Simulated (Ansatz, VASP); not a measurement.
**Zn3H4Se3 (ZnSe wire along [110], 24 atoms a period, H-terminated): VASP beside Ansatz**

Aim: how closely do two programs agree when they are given the same cell, functional and k mesh? The structure shown is the start of the Ansatz relaxation below; VASP solves that cell, so the two are compared at the walk's first step.

Main program and level: Ansatz 0.2.0; plane waves, with VASP 6.6.1 beside it; single point at PBE.

## (1) Starting point

The cell holds 40 atoms: 16 H, 12 Zn and 12 Se. Cell: a = 21.528 Å, b = 19.527 Å, c = 4.059 Å, α = 90.0°, β = 90.0°, γ = 90.0°. Vacuum lies along a and b. The structure's axis is c.

## (2) Ansatz: relaxation, PBE

Ansatz runs on its PAW soft_1 files.

The two programs are compared at the cell with which this relaxation starts, whose forces are those of its first step.

File input.yaml:

```yaml
crystal:
  lattice:
    - [21.528, 0.0, 0.0]
    - [0.0, 19.527, 0.0]
    - [0.0, 0.0, 4.058792924]
  atoms:
    - { symbol: H, position: [0.157933854, 0.381973315, 0.0] }
    - { symbol: Zn, position: [0.200307201, 0.448038998, 0.0] }
    - { symbol: Se, position: [0.40027933, 0.344111285, 0.0] }
    - { symbol: H, position: [0.424563359, 0.174117888, 0.0] }
    - { symbol: Zn, position: [0.466936707, 0.240183571, 0.0] }
    - { symbol: Zn, position: [0.466936707, 0.448038998, 0.0] }
    - { symbol: Se, position: [0.666908836, 0.344111285, 0.0] }
    - { symbol: H, position: [0.708745812, 0.278881876, 0.0] }
    - { symbol: Zn, position: [0.733566213, 0.448038998, 0.0] }
    - { symbol: H, position: [0.225127602, 0.655894425, 0.186178948] }
    - { symbol: H, position: [0.77593956, 0.655894425, 0.317844399] }
    - { symbol: Se, position: [0.266964578, 0.655894425, 0.5] }
    - { symbol: Se, position: [0.266964578, 0.448038998, 0.5] }
    - { symbol: H, position: [0.291248606, 0.278045602, 0.5] }
    - { symbol: H, position: [0.291248606, 0.825887822, 0.5] }
    - { symbol: Zn, position: [0.333621954, 0.344111285, 0.5] }
    - { symbol: Zn, position: [0.333621954, 0.551966712, 0.5] }
    - { symbol: Zn, position: [0.333621954, 0.759822139, 0.5] }
    - { symbol: Se, position: [0.533594083, 0.240183571, 0.5] }
    - { symbol: Se, position: [0.533594083, 0.655894425, 0.5] }
    - { symbol: Se, position: [0.533594083, 0.448038998, 0.5] }
    - { symbol: H, position: [0.557878112, 0.825887822, 0.5] }
    - { symbol: H, position: [0.575431059, 0.174954163, 0.5] }
    - { symbol: Zn, position: [0.60025146, 0.344111285, 0.5] }
    - { symbol: Zn, position: [0.60025146, 0.551966712, 0.5] }
    - { symbol: Zn, position: [0.60025146, 0.759822139, 0.5] }
    - { symbol: Se, position: [0.800223589, 0.448038998, 0.5] }
    - { symbol: H, position: [0.842060565, 0.38280959, 0.5] }
    - { symbol: H, position: [0.842060565, 0.513268407, 0.5] }
    - { symbol: H, position: [0.77593956, 0.655894425, 0.682155601] }
    - { symbol: H, position: [0.225127602, 0.655894425, 0.813821052] }
    - { symbol: H, position: [0.157933854, 0.514104682, 0.0] }
    - { symbol: Se, position: [0.40027933, 0.551966712, 0.0] }
    - { symbol: Se, position: [0.40027933, 0.759822139, 0.0] }
    - { symbol: H, position: [0.442116306, 0.825051548, 0.0] }
    - { symbol: Zn, position: [0.466936707, 0.655894425, 0.0] }
    - { symbol: Se, position: [0.666908836, 0.551966712, 0.0] }
    - { symbol: Se, position: [0.666908836, 0.759822139, 0.0] }
    - { symbol: H, position: [0.708745812, 0.825051548, 0.0] }
    - { symbol: Zn, position: [0.733566213, 0.655894425, 0.0] }
kpoints:
  mp_grid: { grid: [1, 1, 20] }
scf:
  occupations: { method: fermi_dirac, width: 0.05 }
hamiltonian:
  xc: pbe
  pseudopotentials: { kind: paw, azcp: { folder: soft_1 } }
relax:
  cell: { fix: [a, b, alpha, beta, gamma] }
  max_steps: 45
  f_tol: 0.03
```

Started as:

```sh
$ ansatz run input.yaml --threads 4 --pin off --max-ram 16384MiB --backend cpu --events-out ev --progress --plain --runs-dir out
```

Numbers of over 12 decimals in the logs are rounded to 6 here.

Log:

```text
Engine: ansatz 0.2.0, aarch64-unknown-linux-gnu
Pseudopotentials: kind: paw
Pseudopotential: H, paw, valence charge 1, recommended cutoff 420 eV (normal), soft_1/H.paw.azcp
Pseudopotential: Zn, paw, valence charge 12, recommended cutoff 420 eV (normal), soft_1/Zn.paw.azcp
Pseudopotential: Se, paw, valence charge 16, recommended cutoff 420 eV (normal), soft_1/Se.paw.azcp
Functional definition: PBE
  parameter kappa = 0.804
  parameter beta = 0.066725
  exchange = pbe_x(kappa = kappa, mu = beta*pi^2/3)
  correlation = pbe_c(beta = beta)
Crystal: 40 atoms, lattice volume = 1706.224 Å³
Basis set: ecut = 420 eV, 33391 PW (Γ), exchange–correlation on 288×270×60 points (8 copies of the dense FFT grid, shifted against one another)
Bands: 216, of which v1, the nominal top of the filled ones, is band 176 counted from 1 (175 counted from 0)
Symmetry: 2 space group operations
Space group: Pm (ITA 6), of the structure as read, at distance tolerance 1.2e-4 Å
k-points: 11 of 20
Non-local potential: H, projectors of the file, l = 0: 2, l = 1: 1
Non-local potential: Zn, projectors of the file, l = 0: 2, l = 1: 2, l = 2: 3, l = 3: 1
Non-local potential: Se, projectors of the file, l = 0: 2, l = 1: 2, l = 2: 3, l = 3: 1
PAW form: soft (Blöchl's): semilocal exchange-correlation on the pseudo side does not see the compensation charge
PAW one-centre angular grid: H, 110 points (default); XC on 64 Gauss nodes
PAW one-centre angular grid: Zn, 590 points (default); XC on 64 Gauss nodes
PAW one-centre angular grid: Se, 590 points (default); XC on 64 Gauss nodes
Initial density: superposition of atomic densities (neutral atoms: chi_scale 0, normalization atom)
Initial wavefunctions: pseudopotential atomic-orbital guess
Functional: x = pbe(κ = 0.804, μ = 0.219515), c = pbe(β = 0.066725)
SCF iter   1: F=—  HF=-105722.762885 eV  |F-HF|=—  |Δ(HF+E_count)|=         —  Δρ=3.46e-2  dr2=3.99e1  ethr=3.10e-3  ⟨swp⟩=6.9  Hψ=10519  notcnv=0  defer=212
preconditioner: auto → LDOS  [metal: Δε(μ)=0.092 eV  Ē_g=9.935 eV  σ=0.050 eV  W_gap=0.43  n_scr=284 (ndim 8)  ℏωp=13.7 eV  f_vac=0.558  D(μ)=1.25/eV (n_scr^D=4)  β→1.0]
SCF iter   2: F=—  HF=-105895.404416 eV  |F-HF|=—  |Δ(HF+E_count)|=    1.73e2  Δρ=2.85e-1  dr2=6.21e3  ethr=3.10e-3  ⟨swp⟩=17.5  Hψ=16364  notcnv=0  defer=370  recentre
SCF iter   3: F=—  HF=-105719.054538 eV  |F-HF|=—  |Δ(HF+E_count)|=    1.76e2  Δρ=2.68e-2  dr2=2.73e1  ethr=3.10e-3  ⟨swp⟩=11.2  Hψ=11844  notcnv=0  defer=272
SCF iter   4: F=—  HF=-105715.574048 eV  |F-HF|=—  |Δ(HF+E_count)|=    3.48e0  Δρ=1.79e-2  dr2=1.71e1  ethr=3.10e-3  ⟨swp⟩=2.7  Hψ=2928  notcnv=0  defer=347
SCF iter   5: F=—  HF=-105712.871650 eV  |F-HF|=—  |Δ(HF+E_count)|=    2.70e0  Δρ=1.23e-2  dr2=8.37e0  ethr=3.10e-3  ⟨swp⟩=3.8  Hψ=4051  notcnv=0  defer=354
SCF iter   6: F=—  HF=-105711.802058 eV  |F-HF|=—  |Δ(HF+E_count)|=    1.07e0  Δρ=7.70e-3  dr2=2.17e0  ethr=2.38e-3  ⟨swp⟩=4.8  Hψ=3148  notcnv=0  defer=327
SCF iter   7: F=—  HF=-105711.525374 eV  |F-HF|=—  |Δ(HF+E_count)|=   2.77e-1  Δρ=4.88e-3  dr2=7.10e-1  ethr=6.17e-4  ⟨swp⟩=5.5  Hψ=3347  notcnv=0  defer=319
SCF iter   8: F=—  HF=-105711.446497 eV  |F-HF|=—  |Δ(HF+E_count)|=   7.89e-2  Δρ=2.54e-3  dr2=4.03e-1  ethr=2.02e-4  ⟨swp⟩=4.5  Hψ=3151  notcnv=0  defer=311
SCF iter   9: F=—  HF=-105711.443981 eV  |F-HF|=—  |Δ(HF+E_count)|=   2.52e-3  Δρ=2.60e-3  dr2=3.46e-1  ethr=1.14e-4  ⟨swp⟩=3.8  Hψ=3811  notcnv=0  defer=313
SCF iter  10: F=—  HF=-105711.425503 eV  |F-HF|=—  |Δ(HF+E_count)|=   1.85e-2  Δρ=1.49e-3  dr2=1.31e-1  ethr=9.82e-5  ⟨swp⟩=2.3  Hψ=3063  notcnv=0  defer=311
[...]
SCF iter  16: F=—  HF=-105711.417218 eV  |F-HF|=—  |Δ(HF+E_count)|=   7.97e-6  Δρ=6.89e-5  dr2=1.50e-4  ethr=6.66e-8  ⟨swp⟩=2.0  Hψ=3216  notcnv=0  defer=307
SCF iter  17: F=—  HF=-105711.417209 eV  |F-HF|=—  |Δ(HF+E_count)|=   9.37e-6  Δρ=5.40e-5  dr2=9.21e-5  ethr=4.25e-8  ⟨swp⟩=2.0  Hψ=3171  notcnv=0  defer=307
SCF iter  18: F=—  HF=-105711.417494 eV  |F-HF|=—  |Δ(HF+E_count)|=   2.85e-4  Δρ=3.85e-5  dr2=4.27e-5  ethr=2.62e-8  ⟨swp⟩=2.0  Hψ=2922  notcnv=0  defer=307
[...]
SCF iter   8: F=—  HF=-105714.358187 eV  |F-HF|=—  |Δ(HF+E_count)|=   7.46e-7  Δρ=1.77e-6  dr2=1.05e-7  ethr=6.45e-11  ⟨swp⟩=2.0  Hψ=3161  notcnv=0  defer=305
SCF iter   9: F=—  HF=-105714.358187 eV  |F-HF|=—  |Δ(HF+E_count)|=   2.76e-7  Δρ=9.65e-7  dr2=4.29e-8  ethr=2.99e-11  ⟨swp⟩=2.0  Hψ=2769  notcnv=0  defer=305
SCF iter  10: F=—  HF=-105714.358187 eV  |F-HF|=—  |Δ(HF+E_count)|=   8.62e-8  Δρ=5.66e-7  dr2=1.43e-8  ethr=1.22e-11  ⟨swp⟩=2.0  Hψ=3187  notcnv=0  defer=305
SCF iter  11: F=—  HF=-105714.358187 eV  |F-HF|=—  |Δ(HF+E_count)|=   1.55e-7  Δρ=3.59e-7  dr2=4.74e-9  ethr=4.08e-12  ⟨swp⟩=2.0  Hψ=3103  notcnv=0  defer=305
SCF iter  12: F=—  HF=-105714.358187 eV  |F-HF|=—  |Δ(HF+E_count)|=   2.02e-7  Δρ=2.25e-7  dr2=1.44e-9  ethr=1.35e-12  ⟨swp⟩=2.1  Hψ=3187  notcnv=0  defer=305
SCF iter  13: F=—  HF=-105714.358187 eV  |F-HF|=—  |Δ(HF+E_count)|=   1.45e-8  Δρ=1.46e-7  dr2=4.73e-10  ethr=1.00e-12  ⟨swp⟩=2.0  Hψ=2967  notcnv=0  defer=305
SCF iter  14: F=-105714.358187 eV  HF=-105714.358187 eV  |F-HF|=2.35e-8  |Δ(HF+E_count)|=   2.23e-9  Δρ=9.61e-8  dr2=1.87e-10  ethr=1.00e-12  ⟨swp⟩=4.0  Hψ=6999  notcnv=0
SCF 14 converged in 14 iterations: F = -105714.358187 eV  dr2 = 1.87e-10
relax step  14: F+E_penalty+E_count = -105714.35818700 eV  Δ(F+E_penalty+E_count) = -1.109e-2 eV  max|allowed force component| = 2.598e-2 eV/Å  Δτ_max = 0.0000 Å  P = -0.021 GPa  Ω = 1757.257 Å³  fix = [a, b, alpha, beta, gamma]  reactions: a -0.066, b +0.003 GPa; gamma -0.001 GPa/rad  stress off target by 3.29e-4 GPa on what of the cell is left free  SCF on the basis re-selected at this cell (its energy is not comparable with the rows above)  (14 SCF iters)
basis re-selected at this cell: Δ(F+E_penalty+E_count) = -1.109e-2 eV, ΔP = +0.002 GPa vs the last step (what re-selecting the basis moved, of the pressure what is left beyond the Pulay correction that the steps carried, after the strain that the cell walked since its last selection, with what the two solves' SCF thresholds leave and, on support functions, any second-order correction that the steps lacked; it is no m [...]
SCF converged after 14 iterations
Free energy (F): -105714.358187 eV
Harris-Foulkes:  -105714.358187 eV  (|F-HF|=2.35e-8)
Internal energy: -105714.299882 eV  (E = F + TS)
E sigma→0 (E₀):  -105714.329035 eV
Entropy (-TS):   -0.058305 eV (-1.458 meV/atom)
Fermi energy:    -0.839457 eV
--- Per-component energies (eV) ---
  E_band       = -7475.872652
  E_kinetic    = 3284.555570
  E_local      = -244932.027913  (includes V_loc(G=0)·N_el)
  E_nonlocal   = 5591.814411
  E_hartree    = 118869.455880
  E_xc         = -2087.999841
  E_vxc        = -1857.006682  (∫ρ·V_xc dr)
  E_paw        = -48338.328811  (= ΣΔE_a)
  E_vpaw       = -7302.099422  (= ΣTr[D̂ρ^β])
  E_aug_tail   = -0.022667  (compensation charges beyond the density's cutoff)
  E_ewald      = 61898.253489
  E_smearing   = -0.058305  (= −TS)
  E_closure    = 0.000000  (closes the sum)
  Σ components = -105714.358187   (vs F -105714.358187, Δ=0.00e0)
--- Forces (eV/Å), atoms counted from 1 ---
  atom   1  H      0.01900819     0.02598396     0.00000000
  atom   2  Zn    -0.02545787    -0.00467499     0.00000000
  atom   3  Se     0.00101407    -0.00288459     0.00000000
  atom   4  H     -0.00266245    -0.01314815     0.00000000
  atom   5  Zn    -0.00070431     0.01716836     0.00000000
  atom   6  Zn     0.00285530    -0.00227030     0.00000000
  atom   7  Se    -0.00029444    -0.00049302     0.00000000
  atom   8  H     -0.00288025     0.00270884     0.00000000
  atom   9  Zn     0.00195870    -0.00485288     0.00000000
  atom  10  H      0.00166147     0.00365477     0.00250633
  atom  11  H      0.00016402     0.00109905     0.02171942
  atom  12  Se    -0.01194605    -0.00520759     0.00000000
  atom  13  Se    -0.00061757    -0.00046526     0.00000000
  atom  14  H     -0.00094111    -0.00096466     0.00000000
  atom  15  H      0.00682973     0.00222734     0.00000000
  atom  16  Zn     0.00348111     0.00241442     0.00000000
  atom  17  Zn    -0.00074141    -0.00509243     0.00000000
  atom  18  Zn    -0.00019499    -0.00697355     0.00000000
  atom  19  Se    -0.00046842     0.00226362     0.00000000
  atom  20  Se     0.00373244     0.00606919     0.00000000
  atom  21  Se    -0.00186105     0.00161040     0.00000000
  atom  22  H      0.00011360    -0.00227990     0.00000000
  atom  23  H     -0.00182023     0.00075134     0.00000000
  atom  24  Zn    -0.00054055    -0.00158137     0.00000000
[...]
atom  33  Se     0.00246145    -0.00255208     0.00000000
  atom  34  Se     0.00043296     0.01691419     0.00000000
  atom  35  H     -0.00197599     0.00056635     0.00000000
  atom  36  Zn     0.00052870    -0.00371321     0.00000000
  atom  37  Se     0.00509669    -0.00712353     0.00000000
  atom  38  Se     0.00235219    -0.00157813     0.00000000
  atom  39  H     -0.00442233    -0.00268401     0.00000000
  atom  40  Zn     0.00320474     0.00300719     0.00000000
  max |Σ_I F_I| component: 3.01e-6 eV/Å
--- Stress (GPa, compression-positive) ---
       -0.066017       0.001339       0.000000
        0.001339       0.003493       0.000000
        0.000000       0.000000      -0.000329
  P = ⅓ Tr σ = -0.0210 GPa (-0.210 kbar)
--- Relaxed structure (13 steps of the walk, 13 accepted, 1 SCFs on fresh bases) ---
  F+E_penalty+E_count = -105714.35818700 eV   max|allowed force component| = 2.598e-2 eV/Å   (the final SCF, on the basis selected at the relaxed cell)
  cell:  # Å, volume = 1757.2567 Å³
    - [21.528, 0, 0.0]
    - [0, 19.527, 0.0]
    - [0.0, 0.0, 4.180190]
  atoms:
    - { symbol: H, position: [0.158850, 0.396131, 0] }
    - { symbol: Zn, position: [0.195172, 0.465072, 0] }
    - { symbol: Se, position: [0.393300, 0.341105, 0] }
    - { symbol: H, position: [0.424782, 0.151426, 0] }
    - { symbol: Zn, position: [0.438760, 0.228455, 0] }
    - { symbol: Zn, position: [0.459991, 0.439836, 0] }
    - { symbol: Se, position: [0.659994, 0.351057, 0] }
    - { symbol: H, position: [0.700035, 0.289250, 0] }
    - { symbol: Zn, position: [0.732970, 0.455085, 0] }
    - { symbol: H, position: [0.246120, 0.644208, 0.113929] }
    - { symbol: H, position: [0.783422, 0.650765, 0.391487] }
    - { symbol: Se, position: [0.271200, 0.652690, 0.5] }
    - { symbol: Se, position: [0.267582, 0.443634, 0.5] }
    - { symbol: H, position: [0.290525, 0.257352, 0.5] }
    - { symbol: H, position: [0.290661, 0.839015, 0.5] }
    - { symbol: Zn, position: [0.318100, 0.330441, 0.5] }
    - { symbol: Zn, position: [0.333300, 0.542198, 0.5] }
    - { symbol: Zn, position: [0.323739, 0.769069, 0.5] }
    - { symbol: Se, position: [0.520413, 0.244133, 0.5] }
    - { symbol: Se, position: [0.533136, 0.654533, 0.5] }
    - { symbol: Se, position: [0.530093, 0.447234, 0.5] }
    - { symbol: H, position: [0.560765, 0.838770, 0.5] }
    - { symbol: H, position: [0.564833, 0.186135, 0.5] }
    - { symbol: Zn, position: [0.587838, 0.341353, 0.5] }
    - { symbol: Zn, position: [0.596350, 0.549709, 0.5] }
    - { symbol: Zn, position: [0.589411, 0.766136, 0.5] }
    - { symbol: Se, position: [0.816262, 0.481518, 0.5] }
    - { symbol: H, position: [0.847900, 0.414321, 0.5] }
    - { symbol: H, position: [0.879958, 0.517156, 0.5] }
    - { symbol: H, position: [0.783422, 0.650765, 0.608513] }
    - { symbol: H, position: [0.246120, 0.644208, 0.886071] }
    - { symbol: H, position: [0.200481, 0.545475, 0] }
    - { symbol: Se, position: [0.400277, 0.547703, 0] }
    - { symbol: Se, position: [0.394036, 0.746882, 0] }
    - { symbol: H, position: [0.435302, 0.807618, 0] }
    - { symbol: Zn, position: [0.467633, 0.648084, 0] }
    - { symbol: Se, position: [0.664258, 0.553625, 0] }
    - { symbol: Se, position: [0.660775, 0.745418, 0] }
    - { symbol: H, position: [0.697699, 0.809422, 0] }
    - { symbol: Zn, position: [0.743004, 0.652404, 0] }
```

(Part 1 of 2 ends here.)

[Lines on the potential files, build, host, timing and source positions are cut from VASP's logs without a mark.]

[Logs are printed without paths, hosts, clocks, repeated set-up lines and the standing remarks that a program may print on its own settings, such as how far it seeks lower states.]

[Hosts, paths, dates, database ids (printed as entryN), source tags and the programs' standing remarks are cut or masked in the printed files.]
